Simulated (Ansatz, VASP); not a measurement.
V in VASP and in Ansatz

File INCAR:

```
PREC     = Accurate       # precision mode
ENCUT    = 520            # plane-wave cutoff, eV
EDIFF    = 1E-6           # SCF threshold, eV
ISMEAR   = 0              # smearing method
SIGMA    = 0.15           # smearing width, eV
LREAL    = False          # projectors in reciprocal space
LASPH    = True           # aspherical terms in the spheres
NELM     = 100            # most SCF steps
ALGO     = Fast           # electronic algorithm
ISIF     = 2              # what is computed and relaxed
LWAVE    = False          # write WAVECAR
LCHARG   = False          # write CHGCAR
GGA      = PS             # functional
NBANDS   = 20             # bands
```

The input KPOINTS:

```
regular mesh
0
Gamma
  27 27 14
```

The input POSCAR:

```
V
1.0
    2.4965740726      0.0000000000      0.0000000000
   -1.2482870363      2.1620965693      0.0000000000
    0.0000000000      0.0000000000      4.5028744387
V
2
Direct
    0.6666666667      0.3333333333      0.7500000000
    0.3333333333      0.6666666667      0.2500000000
```

Input for Ansatz:

```yaml
crystal:
  lattice:
    - [2.4965740726, 0.0, 0.0]
    - [-1.2482870363, 2.1620965693, 0.0]
    - [0.0, 0.0, 4.5028744387]
  atoms:
    - { symbol: V, position: [0.6666666667, 0.3333333333, 0.75] }
    - { symbol: V, position: [0.3333333333, 0.6666666667, 0.25] }
basis:
  ecutwfc: 420
kpoints:
  mp_grid: { grid: [27, 27, 14] }
hamiltonian:
  xc: pbesol
scf:
  occupations: { method: gaussian, width: 0.15 }
output:
  forces: true
  stress: true
  eigenvalues: true
```

Change from the starting cell: strain -0.030 along x and y, -0.030 along z, atoms carried along.

Alike in both runs: task single point; functional PBEsol; k mesh 27 × 27 × 14; occupations gaussian, width 0.15 eV; no spin polarisation.

```csv
,VASP,Ansatz
version,VASP 6.6.1,Ansatz 0.2.0
potentials or method,"VASP PAW PBE potentials, release 64 (V_sv)","scalar-relativistic, plane waves, PAW"
plane-wave cutoff (eV),520,420
valence electrons in the cell,26,26
```

Ansatz gave:

- gap on the k mesh at the Fermi level (eV): none
- pressure (GPa): 20.4
- largest component of the traceless stress (GPa): 0.25

Task: Which values does VASP return?

Result: gap on the k mesh at the Fermi level (eV): none; pressure (GPa): 20.8; largest component of the traceless stress (GPa): 0.24.

A gap of «none» marks a metal or a gap that the smearing closes.

Caveats: so large a pressure means that the cell lies far from this level's equilibrium, or that cutoff or potentials fall short (VASP); the potentials were made for another functional, which shifts forces and pressure (VASP).
